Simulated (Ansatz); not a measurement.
Strain response of Si

Method: Ansatz 0.2.0, DFT PBE, scalar-relativistic, plane waves, PAW. (420 eV cutoff, 12×12×6 k-mesh, Gaussian smearing of 0.02 eV, no spin polarisation)

The relaxed crystal:

```yaml
crystal:
  lattice:
    - [3.85128, 0.00000, 0.00000]
    - [-1.92564, 3.33531, 0.00000]
    - [0.00000, 0.00000, 6.36502]
  atoms:
    - { symbol: Si, position: [0.33333, 0.66667, 0.06293] }
    - { symbol: Si, position: [0.66667, 0.33333, 0.56293] }
    - { symbol: Si, position: [0.33333, 0.66667, 0.43707] }
    - { symbol: Si, position: [0.66667, 0.33333, 0.93707] }
```

Deformation: biaxial strain in the a-b plane, with the length and tilt of c and the atoms relaxed, all within the symmetry that the strain leaves. Energies are extrapolated to zero smearing. Gaps are Kohn–Sham gaps over the whole zone.

**Question.** Give the structure at +1.5 %.

**Answer.**
```yaml
crystal:
  lattice:
    - [3.90905, 0.00000, 0.00000]
    - [-1.95452, 3.38534, 0.00000]
    - [0.00000, 0.00000, 6.33632]
  atoms:
    - { symbol: Si, position: [0.33333, 0.66667, 0.06173] }
    - { symbol: Si, position: [0.66667, 0.33333, 0.56173] }
    - { symbol: Si, position: [0.33333, 0.66667, 0.43827] }
    - { symbol: Si, position: [0.66667, 0.33333, 0.93827] }
```
Space group P6_3/mmc (194), 6.1 meV/atom over the relaxed crystal.

This form isn't the element's structure at ambient conditions.